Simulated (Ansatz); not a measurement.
# Mo in Ansatz: the effect of functional

Crystal: Mo.

```
CELL_PARAMETERS angstrom
2.82448 -0.01805 -0.04836
-1.42787 2.31755 0.01455
-0.04517 -0.01038 2.53733
ATOMIC_POSITIONS crystal
Mo 0.00000 0.00000 0.50000
```

This isn't the form of Mo at room conditions, which is bcc.

The cell isn't the ideal one: cell sheared at random, sigma 0.01, atoms nudged by 0.01 Å.

Alike in all runs:

```yaml
Program: Ansatz 0.2.0
Task: projected density of states
Potentials_or_basis: Ansatz PAW
k_mesh: 6 × 7 × 6
Occupations: fermi-dirac, width 0.05 eV
Spin: no spin polarisation
```

One run gave: pressure -1.2 GPa. Which functional did it use?
A. r2SCAN0
B. PBE0
C. LDA
D. r2SCAN
E. HSE06

D.

```csv
functional,cutoff,pressure (GPa)
LDA,420 eV (not typed: the program's choice for these potentials),-9.5
PBEsol,420 eV (not typed: the program's choice for these potentials),-5.2
r2SCAN,500 eV (not typed: the program's choice for these potentials),-1.2
HSE06,420 eV (not typed: the program's choice for these potentials),-5.2
PBE0,420 eV (not typed: the program's choice for these potentials),-5.3
r2SCAN0,500 eV (not typed: the program's choice for these potentials),-7.0
```

Caveats: all runs use coarse meshes; the PAW data sets come from PBE, with cores solved anew for the run's functional, which leaves a small shift of forces and pressure; the thresholds are loose for stress (some runs).
